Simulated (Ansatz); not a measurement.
# Cost and result for the equilibrium volume of BN

**What was measured.** The equilibrium volume of BN (F-43m) is reported as 5.91 Å³/atom at 300 K (a printed reference work). The runs below try to reproduce it.

Space group F-43m (No. 216). a = 3.626 Å, b = 3.626 Å, c = 3.626 Å, α = 90.00°, β = 90.00°, γ = 90.00°
```json
{"atom": "N", "site": "4d", "symmetry": "-43m", "x": "0.2500", "y": "0.2500", "z": "0.7500"}
{"atom": "B", "site": "4a", "symmetry": "-43m", "x": "0.0000", "y": "0.0000", "z": "0.0000"}
```

| rung | level | program and potentials | cutoff (eV) | k mesh | smearing | task | spin | core time | chip | equilibrium volume (Å³/atom) | miss | notes |
| --- | --- | --- | --- | --- | --- | --- | --- | --- | --- | --- | --- | --- |
| GGA + dispersion | PBEsol+D3(BJ) | Ansatz, Ansatz PAW | 420 | 13 × 13 × 13 | fermi-dirac 0.05 | relaxation of cell and atoms | off | 6.5 s | Intel Xeon Platinum 8488C Sapphire Rapids | 5.80 | -1.9 % | potentials made for PBE, which Ansatz adapts in part |
| GGA + dispersion | BLYP+D3(BJ) | Ansatz, Ansatz PAW | 420 | 13 × 13 × 13 | fermi-dirac 0.05 | relaxation of cell and atoms | off | 8.2 s | Intel Xeon | 5.89 | -0.3 % | potentials made for PBE, which Ansatz adapts in part |
| GGA | BLYP | Ansatz, Ansatz PAW | 420 | 13 × 13 × 13 | fermi-dirac 0.05 | relaxation of cell and atoms | off | 15 s | Intel Xeon | 6.06 | +2.5 % | potentials made for PBE, which Ansatz adapts in part |
| GGA + dispersion | RPBE+D4 | Ansatz, Ansatz PAW | 420 | 13 × 13 × 13 | fermi-dirac 0.05 | relaxation of cell and atoms | off | 16 s | Intel Xeon | 5.81 | -1.7 % | potentials made for PBE, which Ansatz adapts in part |
| GGA + dispersion | BPBE+D3(BJ)+ATM | Ansatz, SPMS NC | 1034 | 13 × 13 × 13 | tetrahedron | equation of state | collinear, ferromagnetic start | 68 s | Arm Neoverse V2 | 5.78 | -2.2 % | potentials made for PBE |
| hybrid | HSE06 | Ansatz, Ansatz PAW | 420 | 7 × 7 × 7 | fermi-dirac 0.05 | relaxation of cell and atoms | off | 80 s | Intel Xeon | 5.81 | -1.7 % | coarse mesh; potentials made for PBE, which Ansatz adapts in part |
| hybrid | HSE03 | Ansatz, Ansatz PAW | 420 | 7 × 7 × 7 | fermi-dirac 0.05 | relaxation of cell and atoms | off | 85 s | Intel Xeon | 5.82 | -1.5 % | coarse mesh; potentials made for PBE, which Ansatz adapts in part |

Times are single runs on shared hosts and different chips, so they are rough; meshes, cutoffs and the tasks' sizes weigh on the time. Smearing widths are in eV. Meshes differ between rows, which moves values too. Meshes are those of the run's cell of 2 atoms unless a note names another. Relaxations start from the cell shown or near it and stop with a little pressure left. The cell shown, of 5.96 Å³ an atom, is the runs' start and not the measured value. Misses use the values as printed. Runs on faulty files, with rough fits or with known faults for this quantity aren't shown. No row holds spin-orbit coupling.

By rung: GGA + dispersion 5.78 to 5.89; GGA 6.06; hybrid on coarse meshes 5.81 to 5.82 (Å³/atom). Measured: 5.91 Å³/atom at 300 K (a printed reference work). Closest, coarse meshes and atomic bases left aside, is BLYP+D3(BJ) (-0.3 %). The runs are for a static lattice, while measurements hold temperature and zero-point motion.
